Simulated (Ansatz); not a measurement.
Runs of Ansatz 0.2.0 on Bi. The structure is cubic, space group Im-3m (No. 229). Conventional cell: a = 3.963 Å, b = 3.963 Å, c = 3.963 Å, α = 90.00°, β = 90.00°, γ = 90.00°. Bi (site symmetry m-3m) is surrounded by 8 Bi at 3.43 Å. This isn't the form of Bi at room conditions, which is rhombohedral.

```tsv
task	level	cell	cutoff (eV)	pressure (GPa)	relaxed volume (Å³/atom)
band structure	PBEsol	as given	159	-2.0	-
relaxation of cell and atoms	RPBE	relaxed	-	0.0	(a)
band structure	LDA	as given	160	(b)	-
relaxation of cell and atoms	BLYP+D4	relaxed	-	0.0	31.20
relaxation of cell and atoms	PBEsol	relaxed	-	0.0	30.07
```

Alike in all rows: potentials or basis all-electron LAPW, scalar-relativistic; no spin polarisation; k mesh 9 × 9 × 9; smearing fermi-dirac 0.05 eV; basis error allowed 0.001 eV/atom.

**Question.** Estimate the missing entries.

**Answer.** (a) 32.52; (b) -3.3.

Runs at the PBE level aren't shown here.
